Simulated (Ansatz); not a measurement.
## How settings move the G0W0 gap of AlN (wurtzite)

Wurtzite AlN, relaxed with r2SCAN; one-shot G0W0 in Ansatz without spin-orbit coupling. (Simulation; spin polarisation is off.)

Space group P6_3mc (No. 186). a = 3.107 Å, b = 3.107 Å, c = 4.979 Å, α = 90.00°, β = 90.00°, γ = 120.00°

| atom | site | symmetry | x | y | z |
| --- | --- | --- | --- | --- | --- |
| Al | 2b | 3m. | 0.3333 | 0.6667 | 0.9967 |
| N | 2b | 3m. | 0.3333 | 0.6667 | 0.3783 |

Gaps are read over the mesh points alone. G0W0 here is at a finite number of bands, screening cutoff and k mesh, not at the basis limit.

| start | potentials | frequency model | mesh | empty bands | screening cutoff (eV) | Kohn-Sham gap (eV) | G0W0 gap (eV) |
| --- | --- | --- | --- | --- | --- | --- | --- |
| PBE | PAW | contour deformation | 6×6×4 | 94 | 100 | 4.23 | 5.77 |
| PBE | PAW | contour deformation | 6×6×4 | 228 | 180 | 4.23 | 5.93 |
| PBE | PAW | contour deformation | 6×6×4 | 442 | 260 | 4.23 | 5.96 |
| HSE06 | PAW | contour deformation | 6×6×4 | 228 | 180 | 5.60 | 6.57 |
| r2SCAN | PAW | contour deformation | 6×6×4 | 228 | 180 | 4.88 | 6.28 |
| PBE0 | PAW | contour deformation | 6×6×4 | 228 | 180 | 6.33 | 6.78 |
| PBE | PAW | Godby-Needs pole | 6×6×4 | 228 | 180 | 4.23 | 5.86 |
| PBE | PAW | contour deformation | 9×9×4 | 67 | 80 | 4.23 | 5.66 |
| PBE | norm-conserving | contour deformation | 6×6×4 | 228 | 180 | 4.23 | 5.93 |

The quasiparticle gap on this mesh is 5.96 eV (direct at Γ), against 4.23 eV from PBE: +1.73 eV. Renormalisation factors Z lie between 0.77 and 0.83.

Raising bands and cutoff together moves the gap by +0.16 eV (100 to 180 eV), then +0.03 eV (180 to 260 eV); the last step is still large, so the basis limit isn't reached. Starting from HSE06 (5.60 eV against PBE's 4.23 eV) gives 6.57 eV, +0.64 eV from G0W0@PBE at the same screening cutoff. Starting from r2SCAN (4.88 eV against PBE's 4.23 eV) gives 6.28 eV, +0.35 eV from G0W0@PBE at the same screening cutoff. Starting from PBE0 (6.33 eV against PBE's 4.23 eV) gives 6.78 eV, +0.85 eV from G0W0@PBE at the same screening cutoff. The Godby-Needs plasmon pole differs from contour deformation by -0.07 eV. Norm-conserving potentials (wave cutoff 1240 eV against 420 eV) shift the quasiparticle gap by 0.00 eV and the PBE gap by 0.00 eV. r2SCAN runs take a wave cutoff of 500 eV.
